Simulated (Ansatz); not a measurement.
# TaN: equation of state

How stiff is TaN, and at what volume does the pressure vanish? The cell is scaled evenly, atoms carried along, and solved with LAPW, PAW and all-electron datasets made for the crystal.

Program: Ansatz 0.2.0. Level of theory: DFT PBE, scalar-relativistic. These are calculated values, not measurements.

## (1) The system as given

It takes space group P-6m2 (No. 187, hexagonal). The conventional cell has a = 2.938 Å, b = 2.938 Å, c = 2.883 Å, α = 90.00°, β = 90.00°, γ = 120.00°. Ta (site symmetry -6m2) is surrounded by 6 N at 2.23 Å. N (site symmetry -6m2) has 6 Ta at 2.23 Å as nearest neighbours.

Coordinates:

```cif
data_structure
_symmetry_space_group_name_H-M 'P 1'
_symmetry_Int_Tables_number 1
_cell_length_a 2.9380
_cell_length_b 2.9380
_cell_length_c 2.8830
_cell_angle_alpha 90.000
_cell_angle_beta 90.000
_cell_angle_gamma 120.000
_cell_volume 21.55
loop_
_atom_site_label
_atom_site_type_symbol
_atom_site_fract_x
_atom_site_fract_y
_atom_site_fract_z
_atom_site_occupancy
Ta1 Ta 0.33333 0.66667 0.50000 1
N1 N 0.00000 0.00000 0.00000 1
```

The cell is a deposited one (Crystallography Open Database entry 1538016); the temperature and pressure of the measurement aren't taken into account, and nothing was relaxed.

Atoms are numbered in the order of the input: Ta1, N2.

## (2) Volume × 0.9405, LAPW

The input, input.yaml:

```yaml
crystal:
  lattice:
    - [2.8785330664, 0.0, 0.0]
    - [-1.4392665332, 2.4928827612, 0.0]
    - [0.0, 0.0, 2.8246473979]
  atoms:
    - { symbol: Ta, position: [0.3333333333, 0.6666666667, 0.5] }
    - { symbol: "N", position: [0.0, 0.0, 0.0] }
kpoints:
  mp_grid: { grid: [12, 12, 10] }
scf:
  occupations: { method: fermi_dirac, width: 0.02 }
hamiltonian:
  xc: pbe
  pseudopotentials: { kind: all_electron, lapw: { basis_error: 0.0005 } }
output:
  forces: true
  stress: true
  eigenvalues: true
```

On the command line:

```sh
> ansatz run input.yaml --threads 1 --pin off --max-ram 2048MiB --backend cpu --events-out ev --progress --plain --runs-dir out
```

Standard output, cut to the lines that bear on the results:

```text
LAPW: plane waves up to 10.195 Å⁻¹, error target 5.0e-4 eV per atom; small_component_spin mean_spin; N in spheres of 0.924 Å, 7 of its electrons in bands, Dirac shells []; Ta in spheres of 1.257 Å, 43 of its electrons in bands, Dirac shells []
[...]
Pseudopotentials: kind: all_electron
Pseudopotential: Ta, LAPW, valence charge 43, Koelling and Harmon's equation, gaussian nucleus
Pseudopotential: N, LAPW, valence charge 7, Koelling and Harmon's equation, gaussian nucleus
Functional definition: PBE
[...]
Crystal: 2 atoms, lattice volume = 20.269 Å³
Basis set: ecut = 395.9857520958273 eV, 381 PW (Γ), exchange–correlation at level 2
Bands: 30, of which v1, the nominal top of the filled ones, is band 25 counted from 1 (24 counted from 0)
Symmetry: 12 space group operations
Space group: P-6m2 (ITA 187), of the structure as read, at distance tolerance 2.7e-5 Å
k-points: 114 of 1440 (time reversal used)
[...]
SCF iter   1: F=—  HF=-426062.729193 eV  |F-HF|=—  |Δ(HF+E_count)|=         —  Δρ=1.22e-1  dr2=3.28e0  ethr=6.57e-3  ⟨swp⟩=2.0  Hψ=21793  notcnv=0
[...]
the basis was enlarged: its passes take 2.6 MiB over the memory plan, 1 of 1 planned eigensolver slots
[...]
SCF iter   8: F=-426061.365200 eV  HF=-426061.365200 eV  |F-HF|=1.75e-10  |Δ(HF+E_count)|=   6.01e-8  Δρ=6.11e-6  dr2=4.01e-9  ethr=5.60e-10  ⟨swp⟩=3.0  Hψ=10625  notcnv=0
[...]
SCF converged after 8 iterations
Free energy (F): -426061.365200 eV
[...]
E sigma→0 (E₀):  -426061.365156 eV
Entropy (-TS):   -0.000087 eV (-0.043 meV/atom)
Fermi energy:    27.291561 eV
[...]
--- Forces (eV/Å), atoms counted from 1 ---
  atom   1  Ta    -0.00000000    -0.00000000     0.00000000
  atom   2  N     -0.00000000     0.00000000     0.00000000
[...]
--- Stress (GPa, compression-positive) ---
       28.357777      -0.000000      -0.000000
       -0.000000      28.357777      -0.000000
       -0.000000      -0.000000      32.304295
  P = ⅓ Tr σ = 29.6733 GPa (296.733 kbar)
--- Band table (eV; the first three rows and the last of 114) ---
[...]
```

It took 50 s on 1 thread, shared host.

In short: pressure 29.67 GPa; no gap.

## (3) Volume × 0.9405, PAW

Changes to input.yaml since step 2:

```diff
@@ -14,3 +14,3 @@
   xc: pbe
-  pseudopotentials: { kind: all_electron, lapw: { basis_error: 0.0005 } }
+  pseudopotentials: { kind: paw }
 output:
@@ -19 +19,2 @@
   eigenvalues: true
+  efg: { contact_densities: true }
```

On the command line:

```sh
> ansatz run input.yaml --threads 1 --pin off --max-ram 2048MiB --backend cpu --events-out ev --progress --plain --runs-dir out
```

Standard output, cut to the lines that bear on the results:

```text
Ta: output.efg is read without spin–orbit coupling, which moves field gradients at and beside such atoms by some per cent and up to a factor of two; PAW files take it under magnetization.noncollinear and magnetization.spin_orbit
[...]
Pseudopotentials: kind: paw
Pseudopotential: Ta, paw, valence charge 13, recommended cutoff 420 eV (normal)
Pseudopotential: N, paw, valence charge 5, recommended cutoff 420 eV (normal)
[... 1 set-up line as earlier in the session ...]
[...]
Crystal: 2 atoms, lattice volume = 20.269 Å³
Basis set: ecut = 420 eV, 405 PW (Γ), exchange–correlation on 40×40×40 points (8 copies of the dense FFT grid, shifted against one another)
Bands: 13, of which v1, the nominal top of the filled ones, is band 9 counted from 1 (8 counted from 0)
[... 2 set-up lines as earlier in the session ...]
[...]
--- Forces (eV/Å), atoms counted from 1 ---
  atom   1  Ta     0.00000000     0.00000000     0.00000000
  atom   2  N      0.00000000     0.00000000     0.00000000
[...]
--- Stress (GPa, compression-positive) ---
       28.415775      -0.000000      -0.000000
       -0.000000      28.415775      -0.000000
       -0.000000      -0.000000      32.388805
  P = ⅓ Tr σ = 29.7401 GPa (297.401 kbar)
--- PAW observables at the nuclei: V_zz in 10²¹ V/m², potentials from the cell's mean, atoms counted from 1 ---
  atom   1  Ta V_zz =    +4.390987   η = 0.0000   by run symmetry: allowed
            electrostatic potential = -14503.308390 V   contact ρ = 8154458.099228 e/Å³
  atom   2  N  V_zz =    +0.019972   η = 0.0000   by run symmetry: allowed
            electrostatic potential = -531.276541 V   contact ρ = 1413.852414 e/Å³
--- Band table (eV; the first three rows and the last of 114) ---
  k-point 0: bands = ["-46.6295", "-12.9699", "-12.6746", "-12.6746", "3.4212", "16.7972", "16.7972", "17.1541", "18.6380", "24.3058", "25.5132", "25.5132", "26.0283"]
[...]
```

Wall time 3.9 s (1 thread, shared host).

In short: pressure 29.74 GPa; no gap; Vzz Ta1 4.39 (η = 0.00), N2 0.02 (η = 0.00) (10²¹ V/m²).

## (4) Volume × 0.9405, crystal datasets

Changes to input.yaml since step 3:

```diff
@@ -14,3 +14,3 @@
   xc: pbe
-  pseudopotentials: { kind: paw }
+  pseudopotentials: { kind: all_electron, datasets: crystal }
 output:
```

On the command line:

```sh
> ansatz run input.yaml --threads 1 --pin off --max-ram 2048MiB --backend cpu --events-out ev --progress --plain --runs-dir out
```

Standard output, cut to the lines that bear on the results:

```text
[...]
band count auto-derived: 22 (N_el = 32.0; filled up to band 16; 20 by the electrons, moments and atoms)
Ta: output.efg is read without spin–orbit coupling, which moves field gradients at and beside such atoms by some per cent and up to a factor of two; PAW files take it under magnetization.noncollinear and magnetization.spin_orbit
[...]
[... 1 set-up line as earlier in the session ...]
Pseudopotential: Ta, paw, valence charge 27, recommended cutoff 480 eV (normal), Koelling and Harmon's equation, gaussian nucleus
Pseudopotential: N, paw, valence charge 5, recommended cutoff 480 eV (normal), Koelling and Harmon's equation, gaussian nucleus
[... 1 set-up line as earlier in the session ...]
[...]
Crystal: 2 atoms, lattice volume = 20.269 Å³
Basis set: ecut = 480 eV, 491 PW (Γ), exchange–correlation on 48×48×48 points (8 copies of the dense FFT grid, shifted against one another)
[...]
  atom   1  Ta    -0.00000000     0.00000000     0.00000000
  atom   2  N      0.00000000     0.00000000     0.00000000
[...]
--- Stress (GPa, compression-positive) ---
       28.359426      -0.000000      -0.000000
        0.000000      28.359426      -0.000000
       -0.000000      -0.000000      32.306139
  P = ⅓ Tr σ = 29.6750 GPa (296.750 kbar)
--- PAW observables at the nuclei: V_zz in 10²¹ V/m², potentials from the cell's mean, atoms counted from 1 ---
  atom   1  Ta V_zz =    +5.091747   η = 0.0000   by run symmetry: allowed
            electrostatic potential = -14502.909842 V   contact ρ = 8150597.586048 e/Å³
  atom   2  N  V_zz =    +0.002632   η = 0.0000   by run symmetry: allowed
            electrostatic potential = -531.303902 V   contact ρ = 1414.116970 e/Å³
--- Band table (eV; the first three rows and the last of 114) ---
  k-point 0: bands = ["-41.1337", "-7.4624", "-7.1741", "-7.1741", "7.1558", "7.2047", "7.2047", "7.2101", "7.2101", "7.2251", "7.3035", "9.0055", "22.3392", "22.3392", "22.6940", "24.1861", "29.8461", "31.0443", "31.0443", "31.5598"]
[...]
```

Run time: 27 s. Hardware: 1 thread, shared host.

In short: pressure 29.67 GPa; no gap; Vzz Ta1 5.09 (η = 0.00), N2 0 (by symmetry or below 0.004) (10²¹ V/m²).

## (5) Volume × 0.97, LAPW

The input, input.yaml:

```yaml
crystal:
  lattice:
    - [2.9083200731, 0.0, 0.0]
    - [-1.4541600366, 2.5186790657, 0.0]
    - [0.0, 0.0, 2.8538767967]
  atoms:
    - { symbol: Ta, position: [0.3333333333, 0.6666666667, 0.5] }
    - { symbol: "N", position: [0.0, 0.0, 0.0] }
kpoints:
  mp_grid: { grid: [12, 12, 10] }
scf:
  occupations: { method: fermi_dirac, width: 0.02 }
hamiltonian:
  xc: pbe
  pseudopotentials: { kind: all_electron, lapw: { basis_error: 0.0005 } }
output:
  forces: true
  stress: true
  eigenvalues: true
```

On the command line:

```sh
> ansatz run input.yaml --threads 1 --pin off --max-ram 2048MiB --backend cpu --events-out ev --progress --plain --runs-dir out
```

Standard output, cut to the lines that bear on the results:

```text
LAPW: plane waves up to 10.077 Å⁻¹, error target 5.0e-4 eV per atom; small_component_spin mean_spin; N in spheres of 0.935 Å, 7 of its electrons in bands, Dirac shells []; Ta in spheres of 1.269 Å, 43 of its electrons in bands, Dirac shells []
[...]
[... 4 set-up lines as earlier in the session ...]
[...]
Crystal: 2 atoms, lattice volume = 20.905 Å³
Basis set: ecut = 386.90808129052544 eV, 381 PW (Γ), exchange–correlation at level 2
Bands: 30, of which v1, the nominal top of the filled ones, is band 25 counted from 1 (24 counted from 0)
[... 1 set-up line as earlier in the session ...]
Space group: P-6m2 (ITA 187), of the structure as read, at distance tolerance 2.8e-5 Å
[...]
SCF iter   1: F=—  HF=-426062.819152 eV  |F-HF|=—  |Δ(HF+E_count)|=         —  Δρ=1.20e-1  dr2=3.31e0  ethr=6.62e-3  ⟨swp⟩=2.0  Hψ=21768  notcnv=0
[...]
the basis was enlarged: its passes take 2.6 MiB over the memory plan, 1 of 1 planned eigensolver slots
[...]
SCF iter   8: F=-426061.455914 eV  HF=-426061.455914 eV  |F-HF|=4.54e-9  |Δ(HF+E_count)|=   4.87e-8  Δρ=7.28e-6  dr2=7.94e-9  ethr=7.42e-10  ⟨swp⟩=2.9  Hψ=10569  notcnv=0
[...]
SCF converged after 8 iterations
Free energy (F): -426061.455914 eV
[...]
E sigma→0 (E₀):  -426061.455871 eV
Entropy (-TS):   -0.000086 eV (-0.043 meV/atom)
Fermi energy:    26.407433 eV
[...]
--- Forces (eV/Å), atoms counted from 1 ---
  atom   1  Ta     0.00000000    -0.00000000     0.00000000
  atom   2  N      0.00000000    -0.00000000    -0.00000000
[...]
--- Stress (GPa, compression-positive) ---
       15.590047      -0.000000       0.000000
       -0.000000      15.590047      -0.000000
        0.000000      -0.000000      18.004506
  P = ⅓ Tr σ = 16.3949 GPa (163.949 kbar)
--- Band table (eV; the first three rows and the last of 114) ---
[...]
```

Run time: 53 s. Hardware: 1 thread, shared host.

This run gives: pressure 16.39 GPa; no gap.

## (6) Volume × 0.97, PAW

Changes to input.yaml since step 5:

```diff
@@ -14,3 +14,3 @@
   xc: pbe
-  pseudopotentials: { kind: all_electron, lapw: { basis_error: 0.0005 } }
+  pseudopotentials: { kind: paw }
 output:
@@ -19 +19,2 @@
   eigenvalues: true
+  efg: { contact_densities: true }
```

On the command line:

```sh
> ansatz run input.yaml --threads 1 --pin off --max-ram 2048MiB --backend cpu --events-out ev --progress --plain --runs-dir out
```

Standard output, cut to the lines that bear on the results:

```text
Ta: output.efg is read without spin–orbit coupling, which moves field gradients at and beside such atoms by some per cent and up to a factor of two; PAW files take it under magnetization.noncollinear and magnetization.spin_orbit
[...]
[... 4 set-up lines as earlier in the session ...]
[...]
Crystal: 2 atoms, lattice volume = 20.905 Å³
Basis set: ecut = 420 eV, 405 PW (Γ), exchange–correlation on 40×40×40 points (8 copies of the dense FFT grid, shifted against one another)
Bands: 13, of which v1, the nominal top of the filled ones, is band 9 counted from 1 (8 counted from 0)
[... 2 set-up lines as earlier in the session ...]
[...]
--- Forces (eV/Å), atoms counted from 1 ---
  atom   1  Ta     0.00000000    -0.00000000    -0.00000000
  atom   2  N      0.00000000    -0.00000000     0.00000000
[...]
--- Stress (GPa, compression-positive) ---
       15.524310      -0.000000       0.000000
       -0.000000      15.524310      -0.000000
        0.000000      -0.000000      17.944388
  P = ⅓ Tr σ = 16.3310 GPa (163.310 kbar)
--- PAW observables at the nuclei: V_zz in 10²¹ V/m², potentials from the cell's mean, atoms counted from 1 ---
  atom   1  Ta V_zz =    +4.868516   η = 0.0000   by run symmetry: allowed
            electrostatic potential = -14502.197857 V   contact ρ = 8154452.054122 e/Å³
  atom   2  N  V_zz =    +0.056325   η = 0.0000   by run symmetry: allowed
            electrostatic potential = -530.341053 V   contact ρ = 1413.951097 e/Å³
--- Band table (eV; the first three rows and the last of 114) ---
  k-point 0: bands = ["-47.4278", "-13.7724", "-13.4951", "-13.4951", "2.9400", "16.2237", "16.2237", "16.5883", "17.9559", "23.3571", "24.6502", "24.6502", "25.1277"]
[...]
```

It took 4 s on 1 thread, shared host.

Read from it: pressure 16.33 GPa; no gap; Vzz Ta1 4.87 (η = 0.00), N2 0.06 (η = 0.00) (10²¹ V/m²).

## (7) Volume × 1.03, LAPW

The input, input.yaml:

```yaml
crystal:
  lattice:
    - [2.9670898479, 0.0, 0.0]
    - [-1.483544924, 2.5695751837, 0.0]
    - [0.0, 0.0, 2.911546411]
  atoms:
    - { symbol: Ta, position: [0.3333333333, 0.6666666667, 0.5] }
    - { symbol: "N", position: [0.0, 0.0, 0.0] }
kpoints:
  mp_grid: { grid: [12, 12, 10] }
scf:
  occupations: { method: fermi_dirac, width: 0.02 }
hamiltonian:
  xc: pbe
  pseudopotentials: { kind: all_electron, lapw: { basis_error: 0.0005 } }
output:
  forces: true
  stress: true
  eigenvalues: true
```

On the command line:

```sh
> ansatz run input.yaml --threads 1 --pin off --max-ram 2048MiB --backend cpu --events-out ev --progress --plain --runs-dir out
```

Standard output, cut to the lines that bear on the results:

```text
LAPW: plane waves up to 9.852 Å⁻¹, error target 5.0e-4 eV per atom; small_component_spin mean_spin; N in spheres of 0.957 Å, 7 of its electrons in bands, Dirac shells []; Ta in spheres of 1.291 Å, 43 of its electrons in bands, Dirac shells []
[...]
[... 4 set-up lines as earlier in the session ...]
[...]
Crystal: 2 atoms, lattice volume = 22.198 Å³
Basis set: ecut = 369.8226555133206 eV, 381 PW (Γ), exchange–correlation at level 2
Bands: 30, of which v1, the nominal top of the filled ones, is band 25 counted from 1 (24 counted from 0)
[... 2 set-up lines as earlier in the session ...]
[...]
SCF iter   1: F=—  HF=-426062.871769 eV  |F-HF|=—  |Δ(HF+E_count)|=         —  Δρ=1.15e-1  dr2=3.38e0  ethr=6.77e-3  ⟨swp⟩=2.0  Hψ=21452  notcnv=0
[...]
the basis was enlarged: its passes take 2.8 MiB over the memory plan, 1 of 1 planned eigensolver slots
[...]
SCF iter   8: F=-426061.497266 eV  HF=-426061.497266 eV  |F-HF|=2.32e-8  |Δ(HF+E_count)|=   8.42e-8  Δρ=1.02e-5  dr2=2.32e-8  ethr=1.11e-9  ⟨swp⟩=2.9  Hψ=10530  notcnv=0
[...]
SCF converged after 8 iterations
Free energy (F): -426061.497266 eV
[...]
E sigma→0 (E₀):  -426061.497222 eV
Entropy (-TS):   -0.000088 eV (-0.044 meV/atom)
Fermi energy:    24.749906 eV
[...]
--- Forces (eV/Å), atoms counted from 1 ---
  atom   1  Ta    -0.00000000     0.00000000     0.00000000
  atom   2  N     -0.00000000     0.00000000    -0.00000000
[...]
--- Stress (GPa, compression-positive) ---
       -5.010560      -0.000000       0.000000
       -0.000000      -5.010560       0.000000
        0.000000       0.000000      -5.045456
  P = ⅓ Tr σ = -5.0222 GPa (-50.222 kbar)
--- Band table (eV; the first three rows and the last of 114) ---
[...]
```

Wall time 55 s (1 thread, shared host).

Result: pressure -5.02 GPa; no gap.

## (8) Volume × 1.03, PAW

Changes to input.yaml since step 7:

```diff
@@ -14,3 +14,3 @@
   xc: pbe
-  pseudopotentials: { kind: all_electron, lapw: { basis_error: 0.0005 } }
+  pseudopotentials: { kind: paw }
 output:
@@ -19 +19,2 @@
   eigenvalues: true
+  efg: { contact_densities: true }
```

On the command line:

```sh
> ansatz run input.yaml --threads 1 --pin off --max-ram 2048MiB --backend cpu --events-out ev --progress --plain --runs-dir out
```

Standard output, cut to the lines that bear on the results:

```text
Ta: output.efg is read without spin–orbit coupling, which moves field gradients at and beside such atoms by some per cent and up to a factor of two; PAW files take it under magnetization.noncollinear and magnetization.spin_orbit
[...]
[... 4 set-up lines as earlier in the session ...]
[...]
Crystal: 2 atoms, lattice volume = 22.198 Å³
Basis set: ecut = 420 eV, 405 PW (Γ), exchange–correlation on 40×40×40 points (8 copies of the dense FFT grid, shifted against one another)
Bands: 13, of which v1, the nominal top of the filled ones, is band 9 counted from 1 (8 counted from 0)
[... 2 set-up lines as earlier in the session ...]
[...]
--- Forces (eV/Å), atoms counted from 1 ---
  atom   1  Ta    -0.00000000     0.00000000    -0.00000000
  atom   2  N     -0.00000000     0.00000000    -0.00000000
[...]
--- Stress (GPa, compression-positive) ---
       -5.234172      -0.000000       0.000000
       -0.000000      -5.234172       0.000000
        0.000000       0.000000      -5.302782
  P = ⅓ Tr σ = -5.2570 GPa (-52.570 kbar)
--- PAW observables at the nuclei: V_zz in 10²¹ V/m², potentials from the cell's mean, atoms counted from 1 ---
  atom   1  Ta V_zz =    +5.673819   η = 0.0000   by run symmetry: allowed
            electrostatic potential = -14500.130270 V   contact ρ = 8154441.319168 e/Å³
  atom   2  N  V_zz =    +0.144745   η = 0.0000   by run symmetry: allowed
            electrostatic potential = -528.603245 V   contact ρ = 1414.196619 e/Å³
--- Band table (eV; the first three rows and the last of 114) ---
  k-point 0: bands = ["-48.9358", "-15.2846", "-15.0371", "-15.0371", "2.0509", "15.1497", "15.1497", "15.5217", "16.6913", "21.5701", "23.0345", "23.0345", "23.4410"]
[...]
```

It took 4 s on 1 thread, shared host.

Result: pressure -5.26 GPa; no gap; Vzz Ta1 5.67 (η = 0.00), N2 0.14 (η = 0.00) (10²¹ V/m²).

## (9) Volume × 1.06, LAPW

The input, input.yaml:

```yaml
crystal:
  lattice:
    - [2.9956213083, 0.0, 0.0]
    - [-1.4978106541, 2.5942841531, 0.0]
    - [0.0, 0.0, 2.939543767]
  atoms:
    - { symbol: Ta, position: [0.3333333333, 0.6666666667, 0.5] }
    - { symbol: "N", position: [0.0, 0.0, 0.0] }
kpoints:
  mp_grid: { grid: [12, 12, 10] }
scf:
  occupations: { method: fermi_dirac, width: 0.02 }
hamiltonian:
  xc: pbe
  pseudopotentials: { kind: all_electron, lapw: { basis_error: 0.0005 } }
output:
  forces: true
  stress: true
  eigenvalues: true
```

On the command line:

```sh
> ansatz run input.yaml --threads 1 --pin off --max-ram 2048MiB --backend cpu --events-out ev --progress --plain --runs-dir out
```

Standard output, cut to the lines that bear on the results:

```text
LAPW: plane waves up to 9.746 Å⁻¹, error target 5.0e-4 eV per atom; small_component_spin mean_spin; N in spheres of 0.968 Å, 7 of its electrons in bands, Dirac shells []; Ta in spheres of 1.302 Å, 43 of its electrons in bands, Dirac shells []
[...]
[... 4 set-up lines as earlier in the session ...]
[...]
Crystal: 2 atoms, lattice volume = 22.845 Å³
Basis set: ecut = 361.89413853198334 eV, 381 PW (Γ), exchange–correlation at level 2
Bands: 30, of which v1, the nominal top of the filled ones, is band 25 counted from 1 (24 counted from 0)
[... 2 set-up lines as earlier in the session ...]
[...]
the basis was enlarged: its passes take 2.8 MiB over the memory plan, 1 of 1 planned eigensolver slots
[...]
SCF iter   8: F=-426061.459540 eV  HF=-426061.459540 eV  |F-HF|=3.71e-8  |Δ(HF+E_count)|=   1.28e-7  Δρ=1.16e-5  dr2=3.40e-8  ethr=1.33e-9  ⟨swp⟩=2.9  Hψ=10506  notcnv=0
[...]
SCF converged after 8 iterations
Free energy (F): -426061.459540 eV
[...]
E sigma→0 (E₀):  -426061.459494 eV
Entropy (-TS):   -0.000091 eV (-0.045 meV/atom)
Fermi energy:    23.984536 eV
[...]
--- Forces (eV/Å), atoms counted from 1 ---
  atom   1  Ta     0.00000000    -0.00000000     0.00000000
  atom   2  N     -0.00000000     0.00000000     0.00000000
[...]
--- Stress (GPa, compression-positive) ---
      -13.120928       0.000000       0.000000
        0.000000     -13.120928       0.000000
        0.000000       0.000000     -14.110714
  P = ⅓ Tr σ = -13.4509 GPa (-134.509 kbar)
--- Band table (eV; the first three rows and the last of 114) ---
[...]
```

It took 53 s on 1 thread, shared host.

Read from it: pressure -13.45 GPa; no gap.

(Part 1 of 2 ends here.)
